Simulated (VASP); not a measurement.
# NaF (R-3m) in VASP: single point with PBE

Aim: the single point of NaF with PBE.

All numbers are computed with VASP 6.6.1; they aren't measurements. Logs are shortened: lines on timing, memory, paths and dates and some standing lists are left out, and cuts for length are marked.

## (1) The cell of the first run

Symmetry: R-3m, No. 166, trigonal system. The conventional cell has a = 3.249 Å, b = 3.249 Å, c = 7.570 Å, α = 90.00°, β = 90.00°, γ = 120.00°. Na (site symmetry -3m) has 6 F at 2.26 Å as nearest neighbours. F (site symmetry -3m) is surrounded by 6 Na at 2.26 Å.

The cell was built by a generator and needn't be a form met in nature.

## (2) Single point, PBE (shear_111 strain -4.9%)

File INCAR:

```
SYSTEM = NaF
  ALGO = Normal
  EDIFF = 1E-6
  ENCUT = 520
  GGA = PE
  ISIF = 2
  ISMEAR = -1
  LASPH = .True.
  LCHARG = .True.
  LELF = .True.
  LREAL = .False.
  LVHAR = .True.
  LWAVE = .False.
  NBANDS = 14
  NELM = 80
  PREC = Accurate
  SIGMA = 0.02
```

File KPOINTS:

```
k-points
0
Gamma
  10 10 10
  0 0 0
```

File POSCAR:

```
NaF
1.0
   -0.0747371929      2.2225125901      2.2225125901
    2.2225125901     -0.0747371929      2.2225125901
    2.2225125901      2.2225125901     -0.0747371929
Na F
1 1
Direct
    0.0000000000      0.0000000000      0.0000000000
    0.5000000000      0.5000000000      0.5000000000
```

Potentials or basis: VASP PAW PBE potentials, release 64 (Na_pv, F).

Started as:

```sh
> cat potpaw_PBE.64/Na_pv/POTCAR potpaw_PBE.64/F/POTCAR > POTCAR
> mpirun -np 1 vasp_std > vasp.out
```

OUTCAR:

```text
SYSTEM = NaF
   EDIFF = 1E-6
   ENCUT = 520
   GGA = PE
   ISIF = 2
   ISMEAR = -1
   LASPH = .True.
   LREAL = .False.
   NELM = 80
   PREC = Accurate

 ion  position               nearest neighbor table
   1  0.000  0.000  0.000-   2 2.26   2 2.26   2 2.26   2 2.26   2 2.26   2 2.26
   2  0.500  0.500  0.500-   1 2.26   1 2.26   1 2.26   1 2.26   1 2.26   1 2.26

  LATTYP: Found a trigonal (rhomboedric) cell.
 ALAT       =     3.1439958770
 COS(alpha) =     0.4661091195

  Lattice vectors:

 A1 = (  -0.0747371929,   2.2225125901,   2.2225125901)
 A2 = (   2.2225125901,  -0.0747371929,   2.2225125901)
 A3 = (   2.2225125901,   2.2225125901,  -0.0747371929)

Analysis of symmetry for initial positions (statically):
=====================================================================
 Subroutine PRICEL returns:
 Original cell was already a primitive cell.

 Routine SETGRP: Setting up the symmetry group for a
 trigonal (rhombohedral) supercell.

 Subroutine GETGRP returns: Found 12 space group operations
 (whereof 12 operations were pure point group operations)
 out of a pool of 12 trial point group operations.

The static configuration has the point symmetry D_3d.

Analysis of symmetry for dynamics (positions and initial velocities):
=====================================================================
 Subroutine PRICEL returns:
 Original cell was already a primitive cell.

 Routine SETGRP: Setting up the symmetry group for a
 trigonal (rhombohedral) supercell.

 Subroutine GETGRP returns: Found 12 space group operations
 (whereof 12 operations were pure point group operations)
 out of a pool of 12 trial point group operations.

The dynamic configuration has the point symmetry D_3d.

 Subroutine INISYM returns: Found 12 space group operations
 (whereof 12 operations are pure point group operations),
 and found     1 'primitive' translations

----------------------------------------------------------------------------------------

                                     Primitive cell

  volume of cell :      23.0636

  direct lattice vectors                    reciprocal lattice vectors
    -0.074737193  2.222512590  2.222512590    -0.213929456  0.221373665  0.221373665
     2.222512590 -0.074737193  2.222512590     0.221373665 -0.213929456  0.221373665
     2.222512590  2.222512590 -0.074737193     0.221373665  0.221373665 -0.213929456

  length of vectors
     3.143995877  3.143995877  3.143995877     0.379181238  0.379181238  0.379181238

  position of ions in fractional coordinates (direct lattice)
     0.000000000  0.000000000  0.000000000
     0.500000000  0.500000000  0.500000000

  ion indices of the primitive-cell ions
   primitive index   ion index
                 1           1
                 2           2

----------------------------------------------------------------------------------------

 KPOINTS: k-points

Automatic generation of k-mesh.
 Grid dimensions read from file:
 generate k-points for:   10   10   10

 Generating k-lattice:

  Cartesian coordinates                     Fractional coordinates (reciprocal lattice)
    -0.021392946  0.022137366  0.022137366     0.100000000  0.000000000 -0.000000000
     0.022137366 -0.021392946  0.022137366     0.000000000  0.100000000 -0.000000000
     0.022137366  0.022137366 -0.021392946     0.000000000  0.000000000  0.100000000

  Length of vectors
     0.037918124  0.037918124  0.037918124

  Shift w.r.t. Gamma in fractional coordinates (k-lattice)
     0.000000000  0.000000000  0.000000000

 Subroutine IBZKPT returns following result:
 ===========================================

 Found    116 irreducible k-points:

 Following reciprocal coordinates:
            Coordinates               Weight
  0.000000  0.000000  0.000000      1.000000
  0.100000 -0.000000 -0.000000      6.000000
  0.200000 -0.000000 -0.000000      6.000000
  0.300000  0.000000  0.000000      6.000000
  0.400000  0.000000 -0.000000      6.000000
  0.500000 -0.000000 -0.000000      3.000000
[... 16 lines left out ...]
  0.300000  0.300000 -0.000000      6.000000
  0.400000  0.300000  0.000000     12.000000
 [... further k-points ...]
   k-points           NKPTS =    116   k-points in BZ     NKDIM =    116   number of bands    NBANDS=     14
   number of dos      NEDOS =    301   number of ions     NIONS =      2
   total plane-waves  NPLWV =  13824
   dimension x,y,z NGX =    24 NGY =   24 NGZ =   24
   dimension x,y,z NGXF=    48 NGYF=   48 NGZF=   48
   ions per type =               1   1
   NGX,Y,Z   is equivalent  to a cutoff of  12.69, 12.69, 12.69 a.u.
   NGXF,Y,Z  is equivalent  to a cutoff of  25.38, 25.38, 25.38 a.u.
 SYSTEM =  NaF
   PREC   = accura    normal or accurate (medium, high low for compatibility)
   ISTART =      0    job   : 0-new  1-cont  2-samecut
   ICHARG =      2    charge: 1-file 2-atom 10-const
   ISPIN  =      1    spin polarized calculation?
   LNONCOLLINEAR =      F non collinear calculations
   LSORBIT =      F    spin-orbit coupling
   LASPH  =      T    aspherical Exc in radial PAW
   ENCUT  =  520.0 eV  38.22 Ry    6.18 a.u.   5.85  5.85  5.85*2*pi/ulx,y,z
   NELM   =     80;   NELMIN=  2; NELMDL= -5     # of ELM steps
   EDIFF  = 0.1E-05   stopping-criterion for ELM
   LREAL  =      F    real-space projection
   EDIFFG = 0.1E-04   stopping-criterion for IOM
   NSW    =      0    number of steps for IOM
   IBRION =     -1    ionic relax: 0-MD 1-quasi-New 2-CG
   NFREE  =      0    steps in history (QN), initial steepest desc. (CG)
   ISIF   =      2    stress and relaxation
   ISYM   =      2    0-nonsym 1-usesym 2-fastsym
   POTIM  = 0.5000    time-step for ionic-motion
   TEBEG  =    0.0;   TEEND  =   0.0 temperature during run
   PSTRESS=    0.0 pullay stress
   NELECT =      14.0000    total number of electrons
   NUPDOWN=      -1.0000    fix difference up-down
   EMIN   =  10.00;   EMAX   =-10.00  energy-range for DOS
   EFERMI =   0.00;   METHOD = LEGACY
   ISMEAR =    -1;   SIGMA  =   0.02  broadening in eV -4-tet -1-fermi 0-gaus
   EFERMI_NEDOS =   21; number of points for ismear=-14 and -15
   IALGO  =     38    algorithm
   IMIX   =      4    mixing-type and parameters
     AMIX     =   0.40;   BMIX     =  1.00
     AMIX_MAG =   1.60;   BMIX_MAG =  1.00
  volume/ion in A,a.u.               =      11.53        77.82
  Fermi-wavevector in a.u.,A,eV,Ry     =   1.386145  2.619434 26.142208  1.921398
  Thomas-Fermi vector in A             =   2.510488
   LORBIT       =      0    0 simple, 1 ext, 2 COOP (PROOUT), +10 PAW based schemes
   GGA     = PE    functional components
   LHFCALC =     F    Hartree Fock is set to
   AEXX    =    0.0000 exact exchange contribution
   IVDW    =     0    specifies the selected vdW correction
   LEPSILON=     F    determine dielectric tensor
   LRPA    =     F    only Hartree local field effects (RPA)
 non-spin polarized calculation
  energy-cutoff  :      520.00
  volume of cell :       23.06
 maximum number of plane-waves:       631
   NGX = 11   NGY = 11   NGZ = 11

 number of electron      13.9999996 magnetization

 Free energy of the ion-electron system (eV)
  ---------------------------------------------------
  ext. energy  EPLUGINS =         0.00000000
  ---------------------------------------------------
  free energy    TOTEN  =        -8.50355718 eV

  energy without entropy =       -8.50355718  energy(sigma->0) =       -8.50355718

 E-fermi :  -1.2635     XC(G=0):  -9.5237

 val. band max:       -1.6354437042   @ k =   0.0000   0.0000   0.0000
 cond. band min:       4.9901541158   @ k =   0.0000   0.0000   0.0000
 fundamental gap:      6.6255978200
 Fermi energy:        -1.2634556601

 k-point     1 :       0.0000    0.0000    0.0000
  band No.  band energies     occupation
      1     -21.0373      2.00000
      2     -20.4746      2.00000
      3     -20.4702      2.00000
      4     -20.4702      2.00000
      5      -1.7692      2.00000
      6      -1.7692      2.00000
      7      -1.6354      2.00000
      8       4.9902      0.00000
      9      17.3708      0.00000
     10      17.3708      0.00000
     11      18.6956      0.00000
     12      20.7782      0.00000
     13      23.1060      0.00000
     14      23.1060      0.00000

 k-point     2 :       0.1000   -0.0000   -0.0000
  band No.  band energies     occupation
      1     -21.1476      2.00000
      2     -20.4759      2.00000
      3     -20.4710      2.00000
      4     -20.3446      2.00000
      5      -1.9719      2.00000
      6      -1.7955      2.00000
      7      -1.6747      2.00000
      8       5.3605      0.00000
      9      16.2589      0.00000
     10      17.5528      0.00000
     11      18.7459      0.00000
     12      22.2344      0.00000
     13      22.6883      0.00000
     14      22.8746      0.00000

 k-point     3 :       0.2000   -0.0000   -0.0000
  band No.  band energies     occupation
      1     -21.3376      2.00000
      2     -20.4804      2.00000
      3     -20.4730      2.00000
      4     -20.1131      2.00000
      5      -2.4633      2.00000
      6      -1.8638      2.00000
      7      -1.7507      2.00000
      8       6.3113      0.00000
      9      14.5723      0.00000
     10      18.0357      0.00000
     11      19.1399      0.00000
     12      22.0005      0.00000
     13      22.4061      0.00000
     14      23.7680      0.00000
[... 324 lines left out ...]
 k-point    23 :       0.3000    0.3000   -0.0000
  band No.  band energies     occupation
      1     -21.2468      2.00000
      2     -20.5177      2.00000
      3     -20.5157      2.00000
      4     -20.1342      2.00000
      5      -2.8996      2.00000
      6      -2.0923      2.00000
      7      -1.9613      2.00000
      8       8.4033      0.00000
      9      12.9771      0.00000
     10      16.9841      0.00000
     11      18.2429      0.00000
     12      19.1053      0.00000
     13      25.1503      0.00000
     14      25.4321      0.00000

 k-point    24 :       0.4000    0.3000    0.0000
  band No.  band energies     occupation
      1     -21.2106      2.00000
      2     -20.5375      2.00000
      3     -20.5190      2.00000
      4     -20.1522      2.00000
      5      -3.0252      2.00000
      6      -2.2041      2.00000
      7      -2.0148      2.00000
      8       9.4398      0.00000
      9      12.4157      0.00000
     10      15.8319      0.00000
     11      18.4067      0.00000
     12      19.2936      0.00000
     13      24.8275      0.00000
     14      25.8902      0.00000

 [... further k-points ...]

------------------------ aborting loop because EDIFF is reached ----------------------------------------

  FORCE on cell =-STRESS in cart. coord.  units (eV):
  Direction    XX          YY          ZZ          XY          YZ          ZX
  --------------------------------------------------------------------------------------
  -------------------------------------------------------------------------------------
  Total        0.9903654      0.9903654      0.9903654      0.1154722      0.1154722      0.1154722
  in kB       68.7985938     68.7985938     68.7985938      8.0216111      8.0216111      8.0216111
  external PRESSURE =      68.7985938 kB  Pullay stress =       0.0000000 kB

 VOLUME and BASIS-vectors are now :
 -----------------------------------------------------------------------------
  energy-cutoff  :      520.00
  volume of cell :       23.06
      direct lattice vectors                 reciprocal lattice vectors
    -0.074737193  2.222512590  2.222512590    -0.213929456  0.221373665  0.221373665
     2.222512590 -0.074737193  2.222512590     0.221373665 -0.213929456  0.221373665
     2.222512590  2.222512590 -0.074737193     0.221373665  0.221373665 -0.213929456

 POSITION                                       TOTAL-FORCE (eV/Angst)
 -----------------------------------------------------------------------------------
      0.00000      0.00000      0.00000         0.000000      0.000000      0.000000
      2.18514      2.18514      2.18514        -0.000000     -0.000000     -0.000000
 -----------------------------------------------------------------------------------
    total drift:                                0.000000     -0.000000      0.000000

  FREE ENERGIE OF THE ION-ELECTRON SYSTEM (eV)
  ---------------------------------------------------
  free  energy   TOTEN  =        -8.5035571834 eV

  energy  without entropy=       -8.5035571834  energy(sigma->0) =       -8.50355718
```

Wall time 14 s (1 thread of Intel Xeon 6975P-C (Granite Rapids), shared host); peak memory 0.14 GiB.

Results:

| Property | Result |
| --- | --- |
| Free energy | -8.5036 eV |
| Pressure | 6.9 GPa |
| Band gap on the k mesh | 6.63 eV, direct |
